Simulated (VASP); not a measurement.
# C2H6 in VASP: settings compared

One molecule, C2H6, is run at these levels: PBE+D3, PBE+D4; tasks: single point.

Program: VASP 6.6.1. These are calculated values, not measurements. Logs are shortened: lines on timing, memory, paths and dates and some standing lists are left out, and cuts for length are marked.

**1. Starting point**

The cell holds a molecule in a box, 8 atoms: a = 13.084 Å, b = 13.584 Å, c = 14.084 Å, α = 90.00°, β = 90.00°, γ = 90.00°.

**2. Single point, PBE+D3**

File INCAR:

```
PREC = Accurate
ENCUT = 400
EDIFF = 1E-6
ISMEAR = 0
SIGMA = 0.01
LREAL = False
LASPH = True
NELM = 80
ALGO = Normal
ISIF = 2
LWAVE = False
LCHARG = False
GGA = PE
IVDW = 11
NBANDS = 17
ISYM = 0
```

File KPOINTS:

```
Automatic mesh
0
Gamma
  1 1 1
```

File POSCAR:

```
H3C                                     
1.0
   13.0840340850      0.0000000000      0.0000000000
    0.0000000000     13.5840340850      0.0000000000
    0.0000000000      0.0000000000     14.0840340850
  C               H             
     2     6
Selective dynamics
Direct
     0.5570134924999977    0.5127778825000036    0.5059189571000005   F   F   F
     0.4426308669913304    0.4945297837347574    0.4940493742662621   T   T   T
     0.5739209312434180    0.5510391182086894    0.5729630531916302   T   T   T
     0.6004582580339786    0.4434257698885968    0.5062483197544960   T   T   T
     0.5876875535384635    0.5583983893089022    0.4479938677832370   T   T   T
     0.4121626382587333    0.4488865039124454    0.5520661094625117   T   T   T
     0.4259463346976721    0.4562611605525146    0.4269380359640160   T   T   T
     0.3993767820835074    0.5640020758475355    0.4937415854468255   T   T   T
```

Potentials or basis: VASP PAW PBE potentials, release 64 (C, H).

On the command line:

```console
$ cat potpaw_PBE.64/C/POTCAR potpaw_PBE.64/H/POTCAR > POTCAR
$ mpirun -np 4 vasp_gam > vasp.out
```

OUTCAR:

```text
PREC = Accurate
   ENCUT = 400
   EDIFF = 1E-6
   ISMEAR = 0
   LREAL = False
   LASPH = True
   NELM = 80
   ISIF = 2
   GGA = PE
   IVDW = 11
   ISYM = 0
 IVDW          = 11

 ion  position               nearest neighbor table
   1  0.557  0.513  0.506-   4 1.10   5 1.10   3 1.10   2 1.53
   2  0.443  0.495  0.494-   8 1.10   6 1.10   7 1.10   1 1.53
   3  0.574  0.551  0.573-   1 1.10
   4  0.600  0.443  0.506-   1 1.10
   5  0.588  0.558  0.448-   1 1.10
   6  0.412  0.449  0.552-   2 1.10
   7  0.426  0.456  0.427-   2 1.10
   8  0.399  0.564  0.494-   2 1.10

IMPORTANT INFORMATION: All symmetrisations will be switched off!
NOSYMM: (Re-)initialisation of all symmetry stuff for point group C_1.

----------------------------------------------------------------------------------------

                                     Primitive cell

  volume of cell :    2503.2112

  direct lattice vectors                    reciprocal lattice vectors
    13.084034085  0.000000000  0.000000000     0.076429027  0.000000000  0.000000000
     0.000000000 13.584034085  0.000000000     0.000000000  0.073615834  0.000000000
     0.000000000  0.000000000 14.084034085     0.000000000  0.000000000  0.071002384

  length of vectors
    13.084034085 13.584034085 14.084034085     0.076429027  0.073615834  0.071002384

  position of ions in fractional coordinates (direct lattice)
     0.557013492  0.512777883  0.505918957
     0.442630867  0.494529784  0.494049374
     0.573920931  0.551039118  0.572963053
     0.600458258  0.443425770  0.506248320
     0.587687554  0.558398389  0.447993868
     0.412162638  0.448886504  0.552066109
     0.425946335  0.456261161  0.426938036
     0.399376782  0.564002076  0.493741585

  ion indices of the primitive-cell ions
   primitive index   ion index
                 1           1
                 2           2
                 3           3
                 4           4
                 5           5
                 6           6
                 7           7
                 8           8

----------------------------------------------------------------------------------------

 KPOINTS: Automatic mesh

Automatic generation of k-mesh.
 Grid dimensions read from file:
 generate k-points for:    1    1    1

 Generating k-lattice:

  Cartesian coordinates                     Fractional coordinates (reciprocal lattice)
     0.076429027  0.000000000  0.000000000     1.000000000  0.000000000  0.000000000
     0.000000000  0.073615834  0.000000000     0.000000000  1.000000000  0.000000000
     0.000000000  0.000000000  0.071002384     0.000000000  0.000000000  1.000000000

  Length of vectors
     0.076429027  0.073615834  0.071002384

  Shift w.r.t. Gamma in fractional coordinates (k-lattice)
     0.000000000  0.000000000  0.000000000

 Subroutine IBZKPT returns following result:
 ===========================================

 Found      1 irreducible k-points:

 Following reciprocal coordinates:
            Coordinates               Weight
  0.000000  0.000000  0.000000      1.000000
   k-points           NKPTS =      1   k-points in BZ     NKDIM =      1   number of bands    NBANDS=     20
   number of dos      NEDOS =    301   number of ions     NIONS =      8
   total plane-waves  NPLWV = 777600
   dimension x,y,z NGX =    90 NGY =   90 NGZ =   96
   dimension x,y,z NGXF=   180 NGYF=  180 NGZF=  192
   ions per type =               2   6
   NGX,Y,Z   is equivalent  to a cutoff of  11.44, 11.01, 11.33 a.u.
   NGXF,Y,Z  is equivalent  to a cutoff of  22.87, 22.03, 22.66 a.u.
 SYSTEM =  unknown system
   PREC   = accura    normal or accurate (medium, high low for compatibility)
   ISTART =      0    job   : 0-new  1-cont  2-samecut
   ICHARG =      2    charge: 1-file 2-atom 10-const
   ISPIN  =      1    spin polarized calculation?
   LNONCOLLINEAR =      F non collinear calculations
   LSORBIT =      F    spin-orbit coupling
   LASPH  =      T    aspherical Exc in radial PAW
   ENCUT  =  400.0 eV  29.40 Ry    5.42 a.u.  21.34 22.15 22.97*2*pi/ulx,y,z
   NELM   =     80;   NELMIN=  2; NELMDL= -5     # of ELM steps
   EDIFF  = 0.1E-05   stopping-criterion for ELM
   LREAL  =      F    real-space projection
   EDIFFG = 0.1E-04   stopping-criterion for IOM
   NSW    =      0    number of steps for IOM
   IBRION =     -1    ionic relax: 0-MD 1-quasi-New 2-CG
   NFREE  =      0    steps in history (QN), initial steepest desc. (CG)
   ISIF   =      2    stress and relaxation
   ISYM   =      0    0-nonsym 1-usesym 2-fastsym
   POTIM  = 0.5000    time-step for ionic-motion
   TEBEG  =    0.0;   TEEND  =   0.0 temperature during run
   PSTRESS=    0.0 pullay stress
   NELECT =      14.0000    total number of electrons
   NUPDOWN=      -1.0000    fix difference up-down
   EMIN   =  10.00;   EMAX   =-10.00  energy-range for DOS
   EFERMI =   0.00;   METHOD = LEGACY
   ISMEAR =     0;   SIGMA  =   0.01  broadening in eV -4-tet -1-fermi 0-gaus
   EFERMI_NEDOS =   21; number of points for ismear=-14 and -15
   IALGO  =     38    algorithm
   IMIX   =      4    mixing-type and parameters
     AMIX     =   0.40;   BMIX     =  1.00
     AMIX_MAG =   1.60;   BMIX_MAG =  1.00
  volume/ion in A,a.u.               =     312.90      2111.56
  Fermi-wavevector in a.u.,A,eV,Ry     =   0.290593  0.549141  1.148934  0.084444
  Thomas-Fermi vector in A             =   1.149467
   LORBIT       =      0    0 simple, 1 ext, 2 COOP (PROOUT), +10 PAW based schemes
   GGA     = PE    functional components
   LHFCALC =     F    Hartree Fock is set to
   AEXX    =    0.0000 exact exchange contribution
   IVDW    =    11    specifies the selected vdW correction
   LEPSILON=     F    determine dielectric tensor
   LRPA    =     F    only Hartree local field effects (RPA)
 non-spin polarized calculation
 Gauss-broadening in eV      SIGMA  =   0.01
  energy-cutoff  :      400.00
  volume of cell :     2503.21
 maximum number of plane-waves:     22732
 NGX is ok and might be reduce to    90
   NGX = 43   NGY = 45   NGZ = 45

 number of electron      14.0000005 magnetization

 Free energy of the ion-electron system (eV)
  ---------------------------------------------------
  ext. energy  EPLUGINS =         0.00000000
  ---------------------------------------------------
  free energy    TOTEN  =       -40.49479944 eV

  energy without entropy =      -40.49479944  energy(sigma->0) =      -40.49479944

 E-fermi :  -7.9302     XC(G=0):  -0.4270

 val. band max:       -8.0115395333   @ k =   0.0000   0.0000   0.0000
 cond. band min:      -0.4411554503   @ k =   0.0000   0.0000   0.0000
 fundamental gap:      7.5703840830
 Fermi energy:        -7.9302053178

 k-point     1 :       0.0000    0.0000    0.0000
  band No.  band energies     occupation
      1     -18.4330      2.00000
      2     -14.9097      2.00000
      3     -10.3944      2.00000
      4     -10.3941      2.00000
      5      -8.8135      2.00000
      6      -8.0121      2.00000
[... 11 lines left out ...]
     18       1.2660      0.00000
     19       1.3339      0.00000
 [bands above 19 left out]

------------------------ aborting loop because EDIFF is reached ----------------------------------------

 Edisp (eV)   -0.02652

 E8    (eV) :    -0.0185

  FORCE on cell =-STRESS in cart. coord.  units (eV):
  Direction    XX          YY          ZZ          XY          YZ          ZX
  --------------------------------------------------------------------------------------
  -------------------------------------------------------------------------------------
  Total      -0.57646    -0.63057    -0.63189     0.00583    -0.00021     0.00453
  in kB      -0.36896    -0.40360    -0.40444     0.00373    -0.00014     0.00290
  external pressure =       -0.39 kB  Pullay stress =        0.00 kB

 VOLUME and BASIS-vectors are now :
 -----------------------------------------------------------------------------
  energy-cutoff  :      400.00
  volume of cell :     2503.21
      direct lattice vectors                 reciprocal lattice vectors
    13.084034085  0.000000000  0.000000000     0.076429027  0.000000000  0.000000000
     0.000000000 13.584034085  0.000000000     0.000000000  0.073615834  0.000000000
     0.000000000  0.000000000 14.084034085     0.000000000  0.000000000  0.071002384

 POSITION                                       TOTAL-FORCE (eV/Angst)
 -----------------------------------------------------------------------------------
      7.28798      6.96559      7.12538         0.064378      0.011134      0.007529
      5.79140      6.71771      6.95821        -0.026540     -0.007960     -0.006955
      7.50920      7.48533      8.06963        -0.009768      0.003138      0.008140
      7.85642      6.02351      7.13002        -0.006618     -0.011391     -0.001387
      7.68932      7.58530      6.30956        -0.008277      0.004224     -0.009418
      5.39275      6.09769      7.77532        -0.004397      0.001537     -0.004125
      5.57310      6.19787      6.01301        -0.004548      0.003145      0.006433
      5.22546      7.66142      6.95387        -0.004231     -0.003828     -0.000217
 -----------------------------------------------------------------------------------
    total drift:                                0.000104     -0.000153      0.000106

  FREE ENERGIE OF THE ION-ELECTRON SYSTEM (eV)
  ---------------------------------------------------
  free  energy   TOTEN  =       -40.5213185859 eV

  energy  without entropy=      -40.5213185859  energy(sigma->0) =      -40.52131859
```

Wall time 36 s (4 MPI ranks of AMD EPYC 9R14 (Zen 4), shared host); peak memory 0.45 GiB.

Results:

```
Free energy                     : -40.5213 eV
Largest force                   : 0.066 eV/Å
Gap between the frontier levels : 7.57 eV
Dispersion energy per atom      : -0.003 eV
```

Forces in eV/Å, atoms in the order of the input:
```
C    0.064  0.011  0.008
C   -0.027 -0.008 -0.007
H   -0.010  0.003  0.008
H   -0.007 -0.011 -0.001
H   -0.008  0.004 -0.009
H   -0.004  0.002 -0.004
H   -0.005  0.003  0.006
H   -0.004 -0.004  0.000
```

Caveat: the cutoff is under 1.25 times the usual one of these potentials, so pressure, stress and relaxed cells hold a basis-set (Pulay) error.

**3. Single point, PBE+D4**

Changes to INCAR since step 2:

```diff
@@ -13,3 +13,3 @@
 GGA = PE
-IVDW = 11
+IVDW = 13
 NBANDS = 17
```

KPOINTS is that of step 2.

POSCAR is that of step 2.

Potentials or basis: VASP PAW PBE potentials, release 64 (C, H).

On the command line:

```console
$ cat potpaw_PBE.64/C/POTCAR potpaw_PBE.64/H/POTCAR > POTCAR
$ mpirun -np 4 vasp_gam > vasp.out
```

Wall time 35 s (4 MPI ranks of AMD EPYC 9R14 (Zen 4), shared host); peak memory 0.45 GiB.

The run converged. Its results:

```
Free energy                     : -40.5682 eV
Largest force                   : 0.053 eV/Å
Gap between the frontier levels : 7.57 eV
Dispersion energy per atom      : -0.009 eV
```

Forces in eV/Å, atoms in the order of the input:
```
C    0.052  0.009  0.006
C   -0.014 -0.006 -0.006
H   -0.012  0.001  0.005
H   -0.009 -0.009 -0.002
H   -0.011  0.002 -0.007
H   -0.002  0.003 -0.006
H   -0.003  0.005  0.009
H   -0.001 -0.006  0.000
```

Levels at points of the mesh, in eV from the valence-band top:
```tsv
k point	band 5	band 6	band 7	band 8	band 9	band 10
(0.00, 0.00, 0.00)	-0.80	0.00	0.00	7.57	8.30	8.40
```

Caveat: the cutoff is under 1.25 times the usual one of these potentials, so pressure, stress and relaxed cells hold a basis-set (Pulay) error.
